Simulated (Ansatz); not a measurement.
# Sr in Ansatz: the effect of functional

The system is Sr.

```
CELL_PARAMETERS angstrom
0.00000 2.98024 2.98024
2.98024 0.00000 2.98024
2.98024 2.98024 0.00000
ATOMIC_POSITIONS crystal
Sr 0.00000 0.00000 0.00000
```

The cell isn't the ideal one: volume scaled by 0.94.

Alike in all runs:

* Program: Ansatz 0.2.0
* Task: single point
* Potentials or basis: Ansatz PAW
* k mesh: 8 × 8 × 8
* Occupations: fermi-dirac, width 0.05 eV
* Spin: no spin polarisation

```tsv
functional	cutoff	pressure (GPa)
LDA	420 eV (not typed: the program's choice for these potentials)	-1.0
PBEsol	420 eV (not typed: the program's choice for these potentials)	?
r2SCAN	500 eV (not typed: the program's choice for these potentials)	0.9
```

What does the run with functional PBEsol give?

Pressure -0.3 GPa.

Caveats: the PAW data sets come from PBE, with cores solved anew for the run's functional, which leaves a small shift of forces and pressure.
